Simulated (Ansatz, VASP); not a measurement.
# One calculation of Mg, two programs

```
CELL_PARAMETERS angstrom
3.13250 0.00000 0.00000
-1.56625 2.71283 0.00000
0.00000 0.00000 5.08489
ATOMIC_POSITIONS crystal
Mg 0.33333 0.66667 0.25000
Mg 0.66667 0.33333 0.75000
```

Alike in both runs: task single point; functional LDA; k mesh 3 × 3 × 2; occupations fermi-dirac, width 0.1 eV; no spin polarisation.

|  | VASP | Ansatz |
| --- | --- | --- |
| version | VASP 6.6.1 | Ansatz 0.2.0 |
| potentials or method | VASP PAW LDA potentials, release 64 (Mg) | plane waves (420 eV) with PAW, scalar-relativistic |
| plane-wave cutoff (eV) | 520 | 420 |
| valence electrons in the cell | 4 | 20 |

|  | VASP | Ansatz | Ansatz less VASP |
| --- | --- | --- | --- |
| pressure (GPa) | 0.5 | 0.8 | +0.32 |
| largest component of the traceless stress (GPa) | 1.42 | 1.40 | -0.022 |

The two sets of potentials don't hold the same shells in valence. Ansatz warned: «pseudo_functional_mismatch».

Caveats: the k mesh is coarse (spacing up to 0.77 Å⁻¹), so the values aren't converged.
